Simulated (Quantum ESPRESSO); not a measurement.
**PbO2 under changes of volume**

One of the cells (13.151 Å³/atom); the others are scaled copies at fixed shape and fractional positions:

```
CELL_PARAMETERS angstrom
0.00000 2.70199 2.70199
2.70199 0.00000 2.70199
2.70199 2.70199 0.00000
ATOMIC_POSITIONS crystal
Pb 0.00000 0.00000 0.00000
O 0.75000 0.75000 0.75000
O 0.25000 0.25000 0.25000
```

The cell comes from a database or a generator and needn't be the stable form of this composition.

```yaml
Program: Quantum ESPRESSO 7.5
Functional: LDA
Potentials_or_basis: GBRV 1.5 LDA
Cutoff: 612 eV
Density_cutoff: 4898 eV
k_mesh: 9 × 9 × 9
Occupations: fermi-dirac, width 0.05 eV
Spin: no spin polarisation
```

```tsv
volume (Å³/atom)	energy over the lowest point (meV/atom)	pressure (GPa)
12.362	0.00	-1.8
12.625	?	?
12.888	15.64	-7.9
13.151	30.37	-10.4
13.414	48.96	-12.6
13.677	70.94	-14.5
13.940	95.87	-16.2
```

**Question.** What does the run at 12.625 Å³/atom give?

**Answer.** Energy over the lowest point 5.33 meV/atom; pressure -5.0 GPa.

Worked out: A Birch-Murnaghan fit of order 3 (a polynomial in V^(-2/3)) to the other rows has its minimum at 12.25 Å³/atom, just outside them, with B0 = V·E''(V) = 171 GPa and B' = 5.1. It gives 5.31 meV/atom at 12.625 Å³/atom, against the run's 5.33, and -dE/dV = -4.8 GPa, against -5.0.

Energies are extrapolated to zero smearing.
